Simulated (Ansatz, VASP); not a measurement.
## InP in VASP and in Ansatz

```
CELL_PARAMETERS angstrom
0.00000 2.95357 2.95357
2.95357 0.00000 2.95357
2.95357 2.95357 0.00000
ATOMIC_POSITIONS crystal
In 0.00000 0.00000 0.00000
P 0.25000 0.25000 0.25000
```

Alike in both runs: task single point; functional r2SCAN; k mesh 8 × 8 × 8; occupations gaussian, width 0.02 eV; no spin polarisation.

|  | VASP | Ansatz |
| --- | --- | --- |
| version | VASP 6.6.1 | Ansatz 0.2.0 |
| potentials or method | VASP PAW PBE potentials, release 64 (In_d, P) | scalar-relativistic, plane waves, PAW |
| plane-wave cutoff (eV) | 520 | 500 |
| valence electrons in the cell | 18 | 18 |

```tsv
	VASP	Ansatz	Ansatz less VASP
gap on the k mesh at the Fermi level (eV)	1.03	1.03	-0.004
least direct gap on the mesh (eV)	1.03	1.03	-0.004
```

The functional is the same, so the differences come from potentials, cutoffs and numerics.

Caveats: spin-orbit coupling is left out, which moves the levels of the heavy elements. r2SCAN opens gaps a little over a GGA but as a rule still falls short of measured ones.
